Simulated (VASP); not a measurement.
# Settings for AgCl: relaxation of the atoms

AgCl, P1 (no. 1), 8 atoms in the cell. PBE, relaxation of the atoms; PAW potentials Ag, Cl (PBE set). VASP 6.6.1.

Wanted: energy within 1 meV/atom; two shortest distances of each atom within 0.01 Å.

POSCAR:
```
AgCl
1.0
    5.4700000000      0.0000000000      0.0000000000
    0.0000000000      5.4700000000      0.0000000000
    0.0000000000      0.0000000000      5.4700000000
Ag Cl
4 4
Direct
    0.0081700000      0.0052610000      0.0011320000
    0.4872870000      0.5063210000      0.0026010000
    0.4969920000      0.0022150000      0.5015650000
    0.0075180000      0.4952140000      0.5038710000
    0.4944650000      0.4927910000      0.4908400000
    0.0113780000     -0.0046430000      0.4932430000
   -0.0061110000      0.4915970000     -0.0029500000
    0.5003020000      0.0112450000      0.0096980000
```

The series start from Force threshold EDIFFG (eV/Å): -0.02; Electronic threshold EDIFF (eV): 1e-6; Relaxation method: conjugate gradient, POTIM 0.5; Mixing and least electronic steps: default. Each series keeps the choices made before it, and each single choice may use up half of a tolerance.

## Force threshold EDIFFG (eV/Å)

| Force threshold EDIFFG (eV/Å) | Energy less reference (meV/atom) | Two shortest distances of each atom, largest deviation (Å) | Time (s) |
|---|---|---|---|
| -0.1 | 0.5 | 0.026 | 15 |
| -0.05 | 0.3 | 0.018 | 21 |
| -0.03 | 0.2 | 0.011 | 25 |
| -0.02 | 0.1 | 0.007 | 36 |
| -0.01 | 0.0 | 0.006 | 44 |
| -0.005 | 0.0 | 0.002 | 75 |
| -0.002 (reference) | 0.0 | 0.000 | 68 |

Chosen: -0.005, the loosest value from which every tighter one stays within half of the tolerance.

## Electronic threshold EDIFF (eV)

| Electronic threshold EDIFF (eV) | Energy less reference (meV/atom) | Two shortest distances of each atom, largest deviation (Å) | Time (s) |
|---|---|---|---|
| 0.001 | 0.1 | 0.005 | 63 |
| 0.0001 | 0.0 | 0.004 | 64 |
| 1e-5 | 0.0 | 0.002 | 46 |
| 1e-6 | 0.0 | 0.001 | 75 |
| 1e-7 (reference) | 0.0 | 0.000 | 61 |

Chosen: 0.0001.

## Relaxation method

| Relaxation method | Energy less reference (meV/atom) | Two shortest distances of each atom, largest deviation (Å) | Time (s) |
|---|---|---|---|
| conjugate gradient, POTIM 0.5 | 0.0 | 0.000 | 64 |
| conjugate gradient, POTIM 0.2 | 0.0 | 0.000 | 55 |
| conjugate gradient, POTIM 1.0 | 0.0 | 0.001 | 49 |
| quasi-Newton, POTIM 0.5 | 0.1 | 0.004 | 24 |
| quasi-Newton, POTIM 0.3, 10 steps kept | 0.0 | 0.001 | 70 |
| quasi-Newton, POTIM 0.5, at least 5 electronic steps | 0.0 | 0.001 | 75 |
| damped dynamics, POTIM 0.2, SMASS 0.4 | 0.0 | 0.001 | 59 |
| damped dynamics, POTIM 0.4, SMASS 0.8 | 0.0 | 0.001 | 64 |
| velocity quench, POTIM 0.1 | 0.0 | 0.001 | 105 |

Chosen: quasi-Newton, POTIM 0.5, the fastest of those that stay within half of the tolerance.

## Mixing and least electronic steps

| Mixing and least electronic steps | Energy less reference (meV/atom) | Two shortest distances of each atom, largest deviation (Å) | Time (s) |
|---|---|---|---|
| default | 0.0 | 0.000 | 24 |
| MAXMIX 40 | 0.0 | 0.004 | 35 |
| NELMIN 4 | -0.1 | 0.004 | 54 |
| NELMIN 4, MAXMIX 40 | 0.0 | 0.004 | 49 |
| ALGO Fast | 0.0 | 0.003 | 146 |

Chosen: default; no other choice that stays within half of the tolerance saves 30 % of the time.

## All choices together

| Input | Energy less reference (meV/atom) | Two shortest distances of each atom, largest deviation (Å) | Time (s) |
|---|---|---|---|
| program defaults (naive) | 0.2 | 0.013 | 14 |
| chosen settings | 0.1 | 0.007 | 24 |
| reference settings throughout | 0.0 | 0.000 | 78 |

The tolerance is met.

## The input

INCAR:
```
SYSTEM = AgCl
PREC     = Normal         ! precision mode
ENCUT    = 300            ! plane-wave cutoff, eV
EDIFF    = 1E-4           ! SCF threshold, eV
ISMEAR   = 0              ! smearing method
SIGMA    = 0.05           ! smearing width, eV
LREAL    = .FALSE.        ! projectors in reciprocal space
LASPH    = .TRUE.         ! aspherical terms in the spheres
NELM     = 100            ! most SCF steps
ALGO     = Normal         ! electronic algorithm
LWAVE    = .FALSE.        ! write WAVECAR
LCHARG   = .FALSE.        ! write CHGCAR
IBRION   = 1              ! ionic algorithm
NSW      = 150            ! ionic steps
ISIF     = 2              ! what is computed and relaxed
EDIFFG   = -0.005         ! ionic threshold
POTIM    = 0.5            ! step
KPAR     = 4             
```

KPOINTS:
```
k-points
0
Gamma
  3 3 3
```

Commands:
```
cat potpaw_PBE.64/Ag/POTCAR potpaw_PBE.64/Cl/POTCAR > POTCAR
mpirun -np 4 vasp_std > vasp.out
```

Limits: the start was distorted on purpose (atoms moved at random), so the space group given is the start's and not the crystal's.

The chosen input took VASP 6.6.1 24 s on 4 cores (Intel Xeon 6975P-C (Granite Rapids)), a shared host.

## An input that fails: ionic step far too long

VASP's message: internal error in: us.F  at line: 1398 internal ERROR SETYLM_AUG: -16 12 512 32 -17 11 11 If you are not a developer, you should not encounter this problem. Please submit a bug report.

Changes against the starting input:
```
- NELM = 100
- IBRION = 2
- NSW = 150
- POTIM = 0.5
+ NELM = 60
+ IBRION = 3
+ NSW = 30
+ POTIM = 5.0
+ SMASS = 0.4
```
